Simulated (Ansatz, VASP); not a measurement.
## Ba in VASP and in Ansatz

```
CELL_PARAMETERS angstrom
-3.83678 3.83608 2.07445
3.83608 -3.83678 2.07445
3.83732 3.83732 -2.07574
ATOMIC_POSITIONS crystal
Ba 0.99998 0.00002 0.00000
Ba 0.75002 0.24998 0.50000
```

Alike in both runs: task single point; functional RPBE; k mesh 10 × 10 × 7; occupations fermi-dirac, width 0.1 eV; no spin polarisation.

```csv
,VASP,Ansatz
version,VASP 6.6.1,Ansatz 0.2.0
potentials or method,"VASP PAW PBE potentials, release 64 (Ba_sv)","plane waves (420 eV) with PAW, scalar-relativistic"
plane-wave cutoff (eV),520,420
valence electrons in the cell,20,20
```

|  | VASP | Ansatz | Ansatz less VASP |
| --- | --- | --- | --- |
| pressure (GPa) | 0.7 | 0.6 | -0.08 |

The functional is the same, so the differences come from potentials, cutoffs and numerics.

Caveats: the PAW data sets were made with another functional, which shifts forces and pressure a little (VASP). Spin-orbit coupling is left out, which matters for the levels of Ba.
